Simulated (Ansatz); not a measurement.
The system is FeO.

```
CELL_PARAMETERS angstrom
1.51768 0.87623 2.51579
-1.51768 0.87623 2.51579
0.00000 -1.75247 2.51579
ATOMIC_POSITIONS crystal
Fe 0.00000 0.00000 0.00000
O 0.50000 0.50000 0.50000
```

A run of Ansatz 0.2.0 on this cell left the log below. Logs are shortened: lines on timing, memory, paths and dates and some standing lists are left out, and cuts for length are marked.

```text
Warning: output.stress: scf.convergence.dr2_threshold = 1e-7 eV (the SCF's general default) is looser than the 2e-10 eV advised for a printed stress (1e-10 eV for each atom of the cell: 2). What an SCF threshold leaves in a stress goes as its square root, and in the free energy as the threshold itself, and one threshold admits the most on a small cell: of the crystals measured, under no hybrid functional and no lock of the moments, on runs that ended without the residual-converged pass, on stresses that held no estimate of that error, the worst erred by over 100 MPa in a component at 1e-7 eV an atom and by under 5 at 1e-10. Set scf.convergence.dr2_threshold to 2e-10 eV or tighter. The threshold is an SCF's pass mark: one that does not reach it within its budget of iterations ends unconverged, or closes short of it on a stop that the run arms, and scf.convergence.dr2_threshold's page says what that costs each kind of run
Warning: RAYON_NUM_THREADS=2 ignored (pool sized by the plan → 2); use --threads N
Engine: ansatz 0.2.0, aarch64-unknown-linux-gnu
Pseudopotentials: kind: paw
Pseudopotential: Fe, paw, valence charge 16, recommended cutoff 420 eV (normal), Fe.paw.azcp
Pseudopotential: O, paw, valence charge 6, recommended cutoff 420 eV (normal), O.paw.azcp
Functional definition: PBE
  parameter kappa = 0.804
  parameter beta = 0.06672455060314922
  exchange = pbe_x(kappa = kappa, mu = beta*pi^2/3)
  correlation = pbe_c(beta = beta)
Crystal: 2 atoms, lattice volume = 20.074 Å³
Basis set: ecut = 420 eV, 399 PW (Γ), exchange–correlation on 48×48×48 points (8 copies of the dense FFT grid, shifted against one another)
Bands: 16, of which v1, the nominal top of the filled ones, is band 11 counted from 1 (10 counted from 0)
Symmetry: 12 space group operations
Space group: R-3m (ITA 166), of the structure as read, at distance tolerance 2.7e-5 Å
Magnetic group: BNS 166.97 (UNI 1327), of the structure as read, at distance tolerance 2.7e-5 Å
k-points: 85 of 729
Non-local potential: Fe, projectors of the file, l = 0: 3, l = 1: 2, l = 2: 3, l = 3: 1
Non-local potential: O, projectors of the file, l = 0: 2, l = 1: 2, l = 2: 1
PAW form: soft (Blöchl's): semilocal exchange-correlation on the pseudo side does not see the compensation charge
PAW one-centre angular grid: Fe, 590 points (default); XC on 64 Gauss nodes
PAW one-centre angular grid: O, 110 points (default); XC on 64 Gauss nodes
Initial density: superposition of atomic densities (chi_scale 0.1, normalization cell, long waves kept (reshape's long-wave potential 0.00 eV rms))
Starting moments: Σ|m| = 0.8 μB on 1 of 2 sites
[... 25 lines left out ...]
SCF 1 converged in 20 iterations: F = -5045.840022 eV  dr2 = 9.31e-9
  greatest PAW one-centre occupation: 1.002 electrons in one spin orbital (limit 2), on the Fe atom at site 0 (counted from 0), in its partial waves of l = 1
No search for a lower state was made along the close's negative reading: the deck asks for none (scf.lower_state_search: off) (following: asked_to_warn; scf.lower_state_search in the input reference).
SCF converged after 20 iterations
Magnetization: 0.8000 μB (11.4000 up, 10.6000 down)
Absolute magnetization: 0.9089 μB (∫|ρ↑−ρ↓|, with the PAW one-centre terms)
Spin contamination: 0.2182 ħ² per cell (⟨S²⟩ above its minimum at these occupations)
Per-site moments (μB) at R_I (Å): [(0.7458601768708079, 0.8898391749306156), (0.020767756486471924, 0.8898391749306156)]
Free energy (F): -5045.840022 eV
Harris-Foulkes:  -5045.840022 eV  (|F-HF|=7.67e-9)
Internal energy: -5045.798665 eV  (E = F + TS)
E sigma→0 (E₀):  -5045.819344 eV
Entropy (-TS):   -0.041357 eV (-20.678 meV/atom)
Fermi energy:    14.042648 (↑ 13.873057, ↓ 14.212239) eV
--- Per-component energies (eV) ---
  E_band       = -263.391371
  E_kinetic    = 517.797602
  E_local      = -2604.353680  (includes V_loc(G=0)·N_el)
  E_nonlocal   = 274.973007
  E_hartree    = 1063.573150
  E_xc         = -187.877803
  E_vxc        = -240.925528  (∫ρ·V_xc dr)
  E_paw        = -1526.461133  (= ΣΔE_a)
  E_vpaw       = -338.027166  (= ΣTr[D̂ρ^β])
  E_aug_tail   = 0.003268  (compensation charges beyond the density's cutoff)
  E_ewald      = -2583.453077
  E_smearing   = -0.041357  (= −TS)
  E_closure    = -0.000000  (closes the sum)
  Σ components = -5045.840022   (vs F -5045.840022, Δ=0.00e0)
--- Forces (eV/Å), atoms counted from 1 ---
  atom   1  Fe    -0.00000000     0.00000000     0.00000000
  atom   2  O     -0.00000000     0.00000000     0.00000000
  max |Σ_I F_I| component: 1.05e-29 eV/Å
--- Stress (GPa, compression-positive) ---
      -23.136557       0.000000       0.000000
        0.000000     -23.136557       0.000000
        0.000000       0.000000     -22.750883
  P = ⅓ Tr σ = -23.0080 GPa (-230.080 kbar)
--- Band table (eV; the first three rows and the last of 170) ---
  k-point 0 ↑: bands = ["-73.3333", "-39.4260", "-39.3947", "-39.3947", "-6.5874", "10.1834", "10.2632", "10.2632", "12.0458", "12.0839", "12.0839", "13.0021", "13.0021", "14.7376", "29.8724", "31.6284"]
  k-point 1 ↑: bands = ["-73.3326", "-39.4275", "-39.4010", "-39.3957", "-6.4712", "9.4187", "9.8182", "9.8872", "12.1839", "12.2206", "12.2568", "13.4050", "13.4089", "15.4887", "28.3318", "31.2773"]
  k-point 2 ↑: bands = ["-73.3308", "-39.4334", "-39.4149", "-39.3981", "-6.1624", "7.9484", "9.1454", "9.2160", "12.4641", "12.5043", "12.5468", "14.2229", "14.2379", "16.9382", "25.9623", "29.8663"]
  k-point 84 ↓: bands = ["-72.4925", "-38.6336", "-38.6062", "-38.6020", "-5.4654", "6.0647", "8.3293", "8.4513", "13.9954", "14.1071", "14.2116", "15.2270", "15.5726", "19.6251", "22.9898", "26.7495"]
```

Task: What input gives this log?

Result: Single point with PBE, collinear spin, ferromagnetic start. The files as run (others can give the same):

input.yaml
```yaml
crystal:
  lattice:
    - [1.51768211, 0.87623418, 2.51579458]
    - [-1.51768211, 0.87623418, 2.51579458]
    - [0.0, -1.75246835, 2.51579458]
  atoms:
    - { symbol: Fe, position: [0.0, 0.0, 0.0], spin: 0.8 }
    - { symbol: O, position: [0.5, 0.5, 0.5] }
hamiltonian:
  xc: pbe
  pseudopotentials: { kind: paw }
magnetization:
  spin_polarized: true
  initial_magnetization: 0.8
  spin_locking: { lock_magnetization: hard }
kpoints:
  mp_grid: { grid: [9, 9, 9] }
scf:
  occupations: { method: fermi_dirac, width: 0.05 }
  lower_state_search: "off"
output:
  forces: true
  stress: true
  eigenvalues: true
  write_density: true
  write_potential: true
  elf: true
  volumetric_format: npy
```

Potentials or basis: Ansatz PAW.
Run with:
```console
$ ansatz run input.yaml --threads 2 --pin off --max-ram 5632MiB --backend cpu --events-out ev --progress --plain --runs-dir out
```

Caveat: the pressure holds a Pulay correction of +0.6 GPa for the finite cutoff; the total moment is fixed, so each spin has its own Fermi level; a cell with one magnetic atom can't hold antiferromagnetic order, which such compounds often take; the thresholds are loose for stress.
